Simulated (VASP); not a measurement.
# FeSi23 (a cell with a defect) in VASP: a series of runs, part 4 of 4

VASP 6.6.1.

## 5. Single point, PBEsol+U

The input, INCAR:

```
PREC = Accurate
ENCUT = 350
EDIFF = 1E-5
ISMEAR = 0
SIGMA = 0.03
LREAL = Auto
LASPH = T
NELM = 120
ALGO = Normal
ISIF = 2
LWAVE = F
LCHARG = F
LMAXMIX = 4
LDAU = T
LDAUTYPE = 2
LDAUL = 2 -1
LDAUU = 4 0
LDAUJ = 0 0
LDAUPRINT = 1
GGA = PS
LORBIT = 11
KPAR = 4
```

The input, KPOINTS:

```
Automatic mesh
0
Gamma
  2 3 3
```

The input, POSCAR:

```
FeSi23
1.0
    0.0000000000      8.1555000000      8.1555000000
    5.4370000000      0.0000000000      5.4370000000
    5.4370000000      5.4370000000      0.0000000000
Fe Si
1 23
Direct
    0.0000000000      0.0000000000      0.0000000000
    0.0000000000      0.0000000000      0.5000000000
    0.0000000000      0.5000000000      0.0000000000
    0.0000000000      0.5000000000      0.5000000000
    0.3333330000      0.0000000000      0.0000000000
    0.3333330000      0.0000000000      0.5000000000
    0.3333330000      0.5000000000      0.0000000000
    0.3333330000      0.5000000000      0.5000000000
    0.6666670000      0.0000000000      0.0000000000
    0.6666670000      0.0000000000      0.5000000000
    0.6666670000      0.5000000000      0.0000000000
    0.6666670000      0.5000000000      0.5000000000
    0.0833333333      0.1250000000      0.1250000000
    0.0833333333      0.1250000000      0.6250000000
    0.0833333333      0.6250000000      0.1250000000
    0.0833333333      0.6250000000      0.6250000000
    0.4166663333      0.1250000000      0.1250000000
    0.4166663333      0.1250000000      0.6250000000
    0.4166663333      0.6250000000      0.1250000000
    0.4166663333      0.6250000000      0.6250000000
    0.7500003333      0.1250000000      0.1250000000
    0.7500003333      0.1250000000      0.6250000000
    0.7500003333      0.6250000000      0.1250000000
    0.7500003333      0.6250000000      0.6250000000
```

Potentials or basis: VASP PAW PBE potentials, release 64 (Fe, Si).

On the command line:

```console
> cat potpaw_PBE.64/Fe/POTCAR potpaw_PBE.64/Si/POTCAR > POTCAR
> mpirun -np 4 vasp_std > vasp.out
```

OUTCAR:

```text
PREC = Accurate
   ENCUT = 350
   EDIFF = 1E-5
   ISMEAR = 0
   LREAL = Auto
   LASPH = T
   NELM = 120
   ISIF = 2
   GGA = PS
   LORBIT = 11

 ion  position               nearest neighbor table
   1  0.000  0.000  0.000-  21 2.35  13 2.35  15 2.35  14 2.35
   2  0.000  0.000  0.500-  22 2.35  14 2.35  16 2.35  13 2.35
   3  0.000  0.500  0.000-  23 2.35  15 2.35  13 2.35  16 2.35
   4  0.000  0.500  0.500-  24 2.35  16 2.35  14 2.35  15 2.35
   5  0.333  0.000  0.000-  13 2.35  17 2.35  19 2.35  18 2.35
   6  0.333  0.000  0.500-  14 2.35  18 2.35  20 2.35  17 2.35
[... 16 lines left out ...]
  23  0.750  0.625  0.125-   3 2.35  11 2.35   9 2.35  12 2.35
  24  0.750  0.625  0.625-   4 2.35  12 2.35  11 2.35  10 2.35

  LATTYP: Found a face centered orthorhombic cell.
 ALAT       =     7.6890791386
 B/A-ratio  =     1.7320508076
 C/A-ratio  =     2.4494897428

  Lattice vectors:

 A1 = (   0.0000000000,   8.1555000000,   8.1555000000)
 A2 = (  -5.4370000000,   2.7185000000,   8.1555000000)
 A3 = (   5.4370000000,   0.0000000000,   5.4370000000)

Analysis of symmetry for initial positions (statically):
=====================================================================
 Subroutine PRICEL returns:
 Original cell was already a primitive cell.

 Routine SETGRP: Setting up the symmetry group for a
 face centered orthorhombic supercell.

 Subroutine GETGRP returns: Found  2 space group operations
 (whereof  2 operations were pure point group operations)
 out of a pool of  8 trial point group operations.

The static configuration has the point symmetry C_1h.

Analysis of symmetry for dynamics (positions and initial velocities):
=====================================================================
 Subroutine PRICEL returns:
 Original cell was already a primitive cell.

 Routine SETGRP: Setting up the symmetry group for a
 face centered orthorhombic supercell.

[... 210 lines left out ...]

 number of electron      99.9999989 magnetization

 Free energy of the ion-electron system (eV)
  ---------------------------------------------------
  ext. energy  EPLUGINS =         0.00000000
  ---------------------------------------------------
  free energy    TOTEN  =      -134.50977455 eV

  energy without entropy =     -134.50977455  energy(sigma->0) =     -134.50977455

 E-fermi :   5.3959     XC(G=0):  -9.5624

 val. band max:        5.2537675659   @ k =   0.0000   0.0000   0.0000
 cond. band min:       5.8285713118   @ k =   0.0000  -0.3333   0.3333
 fundamental gap:      0.5748037459
 Fermi energy:         5.3958630693

 k-point     1 :       0.0000    0.0000    0.0000
  band No.  band energies     occupation
      1      -6.3171      2.00000
      2      -5.0139      2.00000
      3      -4.8656      2.00000
      4      -4.0600      2.00000
      5      -4.0049      2.00000
      6      -3.9073      2.00000
[... 509 lines left out ...]
     61       8.7372      0.00000
     62       8.8936      0.00000
 [bands above 62 left out]

------------------------ aborting loop because EDIFF is reached ----------------------------------------

  FORCE on cell =-STRESS in cart. coord.  units (eV):
  Direction    XX          YY          ZZ          XY          YZ          ZX
  --------------------------------------------------------------------------------------
  -------------------------------------------------------------------------------------
  Total       -3.7454704     -3.3065769     -3.3065769      0.3078491      0.0473478      0.3078451
  in kB      -12.4456534    -10.9872742    -10.9872742      1.0229379      0.1573298      1.0229244
  external PRESSURE =     -11.4734006 kB  Pullay stress =       0.0000000 kB

 VOLUME and BASIS-vectors are now :
 -----------------------------------------------------------------------------
  energy-cutoff  :      350.00
  volume of cell :      482.17
      direct lattice vectors                 reciprocal lattice vectors
     0.000000000  8.155500000  8.155500000    -0.061308320  0.061308320  0.061308320
     5.437000000  0.000000000  5.437000000     0.091962479 -0.091962479  0.091962479
     5.437000000  5.437000000  0.000000000     0.091962479  0.091962479 -0.091962479

 POSITION                                       TOTAL-FORCE (eV/Angst)
 -----------------------------------------------------------------------------------
      0.00000      0.00000      0.00000        -0.054907     -0.038344     -0.038344
      2.71850      2.71850      0.00000        -0.008422      0.028855     -0.114227
      2.71850      0.00000      2.71850        -0.008422     -0.114227      0.028855
      5.43700      2.71850      2.71850         0.136857      0.002934      0.002934
      0.00000      2.71850      2.71850        -0.049835      0.011758      0.011758
      2.71850      5.43700      2.71850         0.011356      0.072322     -0.020686
[... 16 lines left out ...]
      4.07775      6.79625      9.51475         0.004388     -0.015989     -0.034576
      6.79625      9.51475      9.51475         0.005543     -0.010422     -0.010422
 -----------------------------------------------------------------------------------
    total drift:                                0.001407     -0.000427     -0.000427

  FREE ENERGIE OF THE ION-ELECTRON SYSTEM (eV)
  ---------------------------------------------------
  free  energy   TOTEN  =      -134.5097745549 eV

  energy  without entropy=     -134.5097745549  energy(sigma->0) =     -134.50977455

 total charge

# of ion       s       p       d       tot
------------------------------------------
    1        0.469   0.310   6.504   7.284
    2        0.756   0.929   0.000   1.686
    3        0.756   0.929   0.000   1.686
    4        0.755   0.931   0.000   1.686
    5        0.755   0.933   0.000   1.688
    6        0.754   0.935   0.000   1.689
[... 16 lines left out ...]
   23        0.752   0.938   0.000   1.689
   24        0.751   0.939   0.000   1.690
--------------------------------------------------
tot         17.853  21.705   6.504  46.061
```

Run time: 58 s. Hardware: 4 MPI ranks of AMD EPYC 9R45 (Zen 5), shared host; peak memory 0.4 GiB.

What came out:

- Free energy: -134.5098 eV
- Pressure: -1.1 GPa
- Largest force: 0.909 eV/Å
- Band gap on the k mesh: 0.57 eV, indirect (least direct gap 0.69 eV)
- Valence electrons inside the program's atomic spheres: Fe 7.28; Si 1.69, 1.68

Forces in eV/Å, atoms in the order of the input:
```
Fe  -0.055 -0.038 -0.038
Si  -0.008  0.029 -0.114
Si  -0.008 -0.114  0.029
Si   0.137  0.003  0.003
Si  -0.050  0.012  0.012
Si   0.011  0.072 -0.021
Si   0.011 -0.021  0.072
Si  -0.004  0.008  0.008
Si  -0.072  0.085  0.085
Si  -0.049  0.084  0.051
Si  -0.049  0.051  0.084
Si  -0.001  0.017  0.017
Si  -0.523 -0.526 -0.526
Si   0.516  0.543 -0.506
Si   0.516 -0.506  0.543
Si  -0.002 -0.007 -0.007
Si   0.003 -0.014 -0.014
Si   0.043 -0.053 -0.020
Si   0.043 -0.020 -0.053
Si  -0.013 -0.014 -0.014
Si  -0.462  0.470  0.470
Si   0.004 -0.035 -0.016
Si   0.004 -0.016 -0.035
Si   0.006 -0.010 -0.010
```

Eigenvalues of the final occupation matrices:
```csv
site,spin,trace,eigenvalues
site 1 d,1,3.27,0.50 0.52 0.52 0.86 0.87
site 1 d,2,3.27,0.50 0.52 0.52 0.86 0.87
```

Caveat: the PAW data sets were made with another functional, which shifts forces and pressure a little; the U is typed as a test and isn't derived for this compound. Spin polarisation is off, so any magnetic state and its effect on volume and gap are missing.

## 6. Single point, PBEsol, collinear spin, ferromagnetic start

The input, INCAR:

```
SYSTEM = FeSi23
PREC     = Accurate       ! precision mode
ENCUT    = 350            ! plane-wave cutoff, eV
EDIFF    = 1E-5           ! SCF threshold, eV
ISMEAR   = 0              ! smearing method
SIGMA    = 0.03           ! smearing width, eV
LREAL    = Auto         
LASPH    = .True.         ! aspherical terms in the spheres
NELM     = 120            ! most SCF steps
ALGO     = Normal         ! electronic algorithm
ISIF     = 2              ! what is computed and relaxed
LWAVE    = .False.        ! write WAVECAR
LCHARG   = .False.        ! write CHGCAR
ISPIN    = 2              ! spin polarisation
MAGMOM   = 4 0 0 0 0 0 0 0 0 0 0 0 0 0 0 0 0 0 0 0 0 0 0 0 ! initial moments
LORBIT   = 11             ! projections on sites
NUPDOWN  = 4              ! fixed moment
LMAXMIX  = 4              ! l up to which the mixer works
GGA      = PS             ! functional
NBANDS   = 72             ! bands
ISYM     = 0            
KPAR     = 4
```

The input, KPOINTS:

```
regular mesh
0
Gamma
  2 3 3
  0 0 0
```

The input, POSCAR:

```
FeSi23                                  
1.0
    0.0000000000      8.1555000000      8.1555000000
    5.4370000000      0.0000000000      5.4370000000
    5.4370000000      5.4370000000      0.0000000000
  Fe              Si            
     1    23
Direct
     0.9974636571222208    0.0005400459177667    0.0005812750573974
     0.9997804608517913    0.0004114436505349    0.4996901271962856
     0.0006006996902104    0.5013971101385035    0.9973692779900074
     0.0005104531603344    0.5008892058544251    0.4985204551355950
     0.3328943081743075    0.0012599664345154    0.0000194567445460
     0.3358383847039934    0.9994117697906764    0.4965467972297648
     0.3366118703241808    0.4972026155518907    0.9979044804702537
     0.3342282615824884    0.5004859639458571    0.4980798125295475
     0.6699539112275642    0.9998124215068575    0.9986215559706521
     0.6652483711046787    0.0011287520474294    0.5016943178078811
     0.6663636461637193    0.5024270090350651    0.9993856392072111
     0.6680198237363862    0.5007602723147919    0.4985537552121789
     0.0843949594219891    0.1267477835236532    0.1247407204655731
     0.0869990151373299    0.1246697275502044    0.6203230309135153
     0.0878892783301351    0.6207699532885236    0.1225738445123174
     0.0845213196327056    0.6254592278710076    0.6226375881538889
     0.4208876756424227    0.1222868608314565    0.1216101739749083
     0.4153391091623347    0.1255130838432876    0.6260293041970263
     0.4165086942234698    0.6269628450947529    0.1233317571152988
     0.4182473129977994    0.6245052967227323    0.6230097641682398
     0.7457023103225920    0.1292301194510931    0.1286887334267513
     0.7501662241762305    0.1259609585472299    0.6243943634577627
     0.7511726617514788    0.6256108299615192    0.1238180925762795
     0.7505165913596333    0.6260837371262248    0.6244306764871317
```

Potentials or basis: VASP PAW PBE potentials, release 64 (Fe, Si).

On the command line:

```console
> cat potpaw_PBE.64/Fe/POTCAR potpaw_PBE.64/Si/POTCAR > POTCAR
> mpirun -np 4 vasp_std > vasp.out
```

Wall time 4.9 min (4 MPI ranks of Intel Xeon 6975P-C (Granite Rapids), shared host); peak memory 0.63 GiB.

Results (log left out):

| Property | Result |
| --- | --- |
| Free energy | -138.1981 eV |
| Pressure | -0.2 GPa |
| Largest force | 0.357 eV/Å |
| Net moment | 4.00 μB per cell |
| Site moments | Fe +2.88; Si +0.02, +0.03, +0.01, +0.00, +0.04 μB |
| Valence electrons inside the program's atomic spheres | Fe 7.01; Si 1.68, 1.69, 1.70 |

Forces on the atoms (eV/Å):
```
Fe  -0.011 -0.020  0.003
Si  -0.019  0.012 -0.037
Si  -0.009 -0.028  0.012
Si   0.026  0.015  0.003
Si  -0.004  0.003 -0.008
Si  -0.004 -0.010  0.014
Si  -0.004  0.020 -0.002
Si  -0.005  0.010 -0.008
Si  -0.019 -0.027 -0.023
Si   0.018  0.015 -0.020
Si   0.014 -0.024  0.002
Si  -0.003  0.008 -0.006
Si  -0.222 -0.188 -0.207
Si   0.201  0.213 -0.185
Si   0.203 -0.183  0.215
Si   0.011 -0.003  0.008
Si   0.024 -0.005 -0.001
Si  -0.004  0.002  0.020
Si   0.008 -0.009 -0.003
Si   0.008 -0.015 -0.010
Si  -0.197  0.201  0.217
Si  -0.004  0.013  0.022
Si   0.007  0.005  0.001
Si  -0.014 -0.008 -0.004
```

Stress tensor (GPa, compression positive):
```
-0.09 -0.34 -0.35
-0.34 -0.21  0.26
-0.35  0.26 -0.21
```

Caveat: the PAW data sets were made with another functional, which shifts forces and pressure a little; the total moment is fixed, so each spin has its own Fermi level.

## 7. The runs side by side

```csv
level,spin,U,fixed moment (μB),cell,k mesh,grid for exact exchange (PRECFOCK),screening parameter,mesh quality,pressure (GPa),moment (μB),largest force (eV/Å)
PBEsol,"collinear, ferromagnetic start",-,2,"P1, 20.09 Å³/atom",2 × 3 × 3,-,-,not flagged,-0.7,2.00,0.76
HSE06,"collinear, ferromagnetic start",-,2,"P1, 20.09 Å³/atom",2 × 2 × 2,Fast,0.2 1/A,coarse,-0.4,2.00,0.39
PBEsol,"collinear, zero start",-,0,"P1, 20.09 Å³/atom",2 × 3 × 3,-,-,not flagged,-1.5,0.00,0.19
PBEsol+U,off,Fe d U = 4 eV,-,"Cm, 20.09 Å³/atom",2 × 3 × 3,-,-,not flagged,-1.1,-,0.91
PBEsol,"collinear, ferromagnetic start",-,4,"P1, 20.09 Å³/atom",2 × 3 × 3,-,-,not flagged,-0.2,4.00,0.36
```

Some of these runs hold the atoms at other places in the same cell, which the table doesn't show; runs alike in all that it shows share one row.

Alike in all rows: task single point; potentials or basis VASP PAW PBE potentials, release 64 (Fe, Si); cutoff (eV) 350; smearing gaussian 0.03 eV.

Caveats: some runs use coarse meshes; the PAW data sets were made with another functional, which shifts forces and pressure a little; the total moment is fixed, so each spin has its own Fermi level (some runs); the U is typed as a test and isn't derived for this compound (some runs).

Total energies depend on the potentials used, so only differences within one code and one set of settings carry meaning.
